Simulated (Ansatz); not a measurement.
Harmonic thermodynamics of K2S

Method: DFT PBE, scalar-relativistic, plane waves, PAW (Ansatz 0.2.0). Settings: 420 eV plane-wave cutoff, Γ-centred 6×6×6 mesh, fixed occupations. No spin polarisation. Phonons by linear response, acoustic sum rule imposed.

The cell, relaxed at this level:
```
K S
1.0
     0.00000    3.73143    3.73143
     3.73143    0.00000    3.73143
     3.73143    3.73143    0.00000
K S
2 1
Direct
  0.25000 0.25000 0.25000
  0.75000 0.75000 0.75000
  0.50000 0.50000 0.50000
```

The cell has the anti-fluorite type, in a space group that the Crystallography Open Database lists for this formula; it was reached from a generator's guess. The q mesh is coarse, so values between its points are rough.

Force constants from linear response on a 2×2×2 q mesh, interpolated to a fine mesh.

Phonon density of states, in bins of 5 cm⁻¹:
| bin centre (cm⁻¹) | share of modes (%) |
| --- | --- |
| 2.5 | 0.0 |
| 7.5 | 0.0 |
| 12.5 | 0.0 |
| 17.5 | 0.1 |
| 22.5 | 0.1 |
| 27.5 | 0.2 |
| 32.5 | 0.3 |
| 37.5 | 0.4 |
| 42.5 | 0.6 |
| 47.5 | 0.8 |
| 52.5 | 1.0 |
| 57.5 | 1.3 |
| 62.5 | 1.8 |
| 67.5 | 2.9 |
| 72.5 | 6.5 |
| 77.5 | 5.4 |
| 82.5 | 3.0 |
| 87.5 | 2.4 |
| 92.5 | 3.3 |
| 97.5 | 2.6 |
| 102.5 | 2.9 |
| 107.5 | 5.9 |
| 112.5 | 4.2 |
| 117.5 | 4.0 |
| 122.5 | 5.2 |
| 127.5 | 5.6 |
| 132.5 | 2.6 |
| 137.5 | 1.3 |
| 142.5 | 1.1 |
| 147.5 | 0.8 |
| 152.5 | 9.2 |
| 157.5 | 12.3 |
| 162.5 | 1.2 |
| 167.5 | 1.2 |
| 172.5 | 1.4 |
| 177.5 | 1.6 |
| 182.5 | 1.5 |
| 187.5 | 1.2 |
| 192.5 | 1.0 |
| 197.5 | 0.8 |
| 202.5 | 0.7 |
| 207.5 | 0.6 |
| 212.5 | 0.5 |
| 217.5 | 0.3 |
| 222.5 | 0.1 |

**Question.** How much zero-point energy does an atom carry?

**Answer.** 22.4 meV.

**Question.** How large are the vibrational entropy and heat capacity at 300 K?

**Answer.** S = 4.89 k_B and C_V = 2.91 k_B per atom, 97 % of the Dulong–Petit value.

**Question.** Tabulate them against temperature.

**Answer.**
| T (K) | F_vib (meV/atom) | S (k_B/atom) | C_V (k_B/atom) |
| --- | --- | --- | --- |
| 100 | 16.0 | 1.92 | 2.32 |
| 200 | -9.0 | 3.72 | 2.80 |
| 300 | -46.4 | 4.89 | 2.91 |
| 400 | -92.3 | 5.73 | 2.95 |
| 500 | -144.6 | 6.39 | 2.97 |
| 600 | -202.0 | 6.93 | 2.98 |
| 700 | -263.8 | 7.39 | 2.98 |
| 800 | -329.2 | 7.79 | 2.99 |
| 900 | -397.9 | 8.14 | 2.99 |
| 1000 | -469.4 | 8.46 | 2.99 |
